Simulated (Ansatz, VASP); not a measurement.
# SiN in VASP and in Ansatz

Contents of INCAR:

```
PREC     = Accurate       # precision mode
ENCUT    = 520            # plane-wave cutoff, eV
EDIFF    = 1E-7           # SCF threshold, eV
ISMEAR   = 0              # smearing method
SIGMA    = 0.1            # smearing width, eV
LREAL    = False          # projectors in reciprocal space
LASPH    = True           # aspherical terms in the spheres
NELM     = 60             # most SCF steps
ALGO     = Normal         # electronic algorithm
ISIF     = 2              # what is computed and relaxed
LWAVE    = False          # write WAVECAR
LCHARG   = False          # write CHGCAR
GGA      = PE             # functional
NBANDS   = 12             # bands
```

KPOINTS

```
regular mesh
0
Gamma
  6 6 6
```

POSCAR

```
SiN
1.0
    2.8628097350      0.0000000000      0.0000000000
   -1.4314048675      2.4792659567      0.0000000000
    0.0000000000      0.0000000000      2.7922374524
Si N
1 1
Direct
    0.0000000000      0.0000000000      0.0000000000
    0.6666666667      0.3333333333      0.5000000000
```

Input for Ansatz:

```yaml
crystal:
  lattice:
    - [2.862809735, 0.0, 0.0]
    - [-1.4314048675, 2.4792659567, 0.0]
    - [0.0, 0.0, 2.7922374524]
  atoms:
    - { symbol: Si, position: [0.0, 0.0, 0.0] }
    - { symbol: "N", position: [0.6666666667, 0.3333333333, 0.5] }
basis:
  ecutwfc: 420
kpoints:
  mp_grid: { grid: [6, 6, 6] }
hamiltonian:
  xc: pbe
scf:
  occupations: { method: gaussian, width: 0.1 }
  lower_state_search: "off"
output:
  forces: true
  stress: true
  eigenvalues: true
```

Alike in both runs: task single point; functional PBE; k mesh 6 × 6 × 6; occupations gaussian, width 0.1 eV; no spin polarisation.

|  | VASP | Ansatz |
| --- | --- | --- |
| version | VASP 6.6.1 | Ansatz 0.2.0 |
| potentials or method | VASP PAW PBE potentials, release 64 (Si, N) | scalar-relativistic, plane waves, PAW |
| plane-wave cutoff (eV) | 520 | 420 |
| valence electrons in the cell | 9 | 9 |

|  | VASP | Ansatz | Ansatz less VASP |
| --- | --- | --- | --- |
| gap on the k mesh at the Fermi level (eV) | none | none | - |
| pressure (GPa) | -16.9 | -16.9 | -0.07 |
| largest component of the traceless stress (GPa) | 5.22 | 5.19 | -0.025 |

A gap of «none» marks a metal or a gap that the smearing closes. With one functional, cell and mesh, what is left measures potentials, basis and numerics.

Caveats: the k mesh is coarse (spacing up to 0.42 Å⁻¹), so the values aren't converged; so large a pressure means that the cell lies far from this level's equilibrium, or that cutoff or potentials fall short (VASP).
